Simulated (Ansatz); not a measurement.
## Ionic part of the dielectric constant of BP at 25 GPa, mode by mode

Method: DFT PBE, scalar-relativistic, plane waves, PAW (Ansatz). Plane waves to 420 eV; Γ-centred k mesh 10×10×10; fixed occupations. No spin polarisation. Phonons by linear response, acoustic sum rule imposed.

The structure is cubic, space group F-43m (No. 216). Conventional cell: a = 4.366 Å, b = 4.366 Å, c = 4.366 Å, α = 90.00°, β = 90.00°, γ = 90.00°. B (site symmetry -43m) is surrounded by 4 P at 1.89 Å. P (site symmetry -43m) has 4 B at 1.89 Å as nearest neighbours.

Other phases may be more stable at this pressure.

The primitive cell has V = 20.81 Å³ and ε∞,yy = 9.143. Each polar mode adds Δε = (4.92064×10⁷/V)·S/ν² along y, with S its oscillator strength in e²/amu, ν in cm⁻¹ and V in Å³.

Task: From these modes, find each Δε and ε0,yy.
```
ν (cm⁻¹) S_yy (e²/amu)
   902.8         0.1006
```

Result:
| ν (cm⁻¹) | Δε |
| --- | --- |
| 902.8 | 0.29 |

The sum is 0.292, so ε0,yy = 9.43; the run's tensor has 9.43.

Task: Where do the longitudinal modes lie for a wave vector along y?

Result: At 917 cm⁻¹. The Lyddane–Sachs–Teller product Π(ν_LO/ν_TO)² = 1.03 matches ε0/ε∞ = 1.03.

Cost: 1 run of about 0.48 core-minutes, on Arm Neoverse V1 (shared hosts).